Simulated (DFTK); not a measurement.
A run of DFTK 0.8.2 is set up as follows.

Contents of run.jl:

```julia
using DFTK
using PseudoPotentialData
using Unitful, UnitfulAtomic
using LinearAlgebra, Printf
include("save.jl")
disable_threading()

# lattice vectors are the columns
lattice = austrip(1u"Å") * [     -1.655654       1.655654       1.655654;
                 1.655654      -1.655654       1.655654;
                 1.655654       1.655654      -1.655654]
symbols   = [:Ag]
positions = [[0.0, 0.0, 0.0]]
pseudopotentials = PseudoFamily("dojo.nc.sr.pbe.v0_4_1.standard.upf")
elements = Dict(s => ElementPsp(s, pseudopotentials) for s in unique(symbols))
atoms    = [elements[s] for s in symbols]

build_model(lattice, positions; symmetries=true) =
    model_DFT(lattice, atoms, positions;
              functionals=PBE(),
              temperature=austrip(0.05u"eV"),
              smearing=Smearing.FermiDirac(),
              symmetries)
Ecut  = 41.0  # hartree
kgrid = [11, 11, 11]
tol   = 1e-6
to_GPa = ustrip(uconvert(u"GPa", 1u"hartree/bohr^3"))

model = build_model(lattice, positions)
basis = PlaneWaveBasis(model; Ecut, kgrid)
display(basis)
scfres = self_consistent_field(basis;
                               tol,
                               nbandsalg=AdaptiveBands(model; n_bands_converge=14))
display(scfres.energies)
@printf "Fermi level: %.6f eV\n" ustrip(auconvert(u"eV", something(scfres.εF, NaN)))
forces = compute_forces_cart(scfres)
println("Forces (eV/Å)")
for (s, f) in zip(symbols, forces)
    @printf "%-3s %12.6f %12.6f %12.6f\n" s ustrip.(auconvert.(u"eV/Å", f))...
end
stress = compute_stresses_cart(scfres)
println("Stress (GPa)")
display(round.(stress * to_GPa; digits=4))
println("Levels at the first k-point (eV): ", round.(ustrip.(auconvert.(u"eV", scfres.eigenvalues[1][1:scfres.n_bands_converge])); digits=4))
save_scf!(scfres; forces, stress)
```

Potentials or basis: dojo.nc.sr.pbe.v0_4_1.standard.upf (PBE).

The run is started by

```sh
$ julia --threads=1 run.jl  # save.jl only writes the numbers to a file and isn't shown; printed stress counts tension as positive; times include loading and compiling
```

Question: Estimate the pressure.

Answer: -1.0 GPa.

Question: Predict the band gap on the k mesh.

Answer: None (metal or under the smearing width).
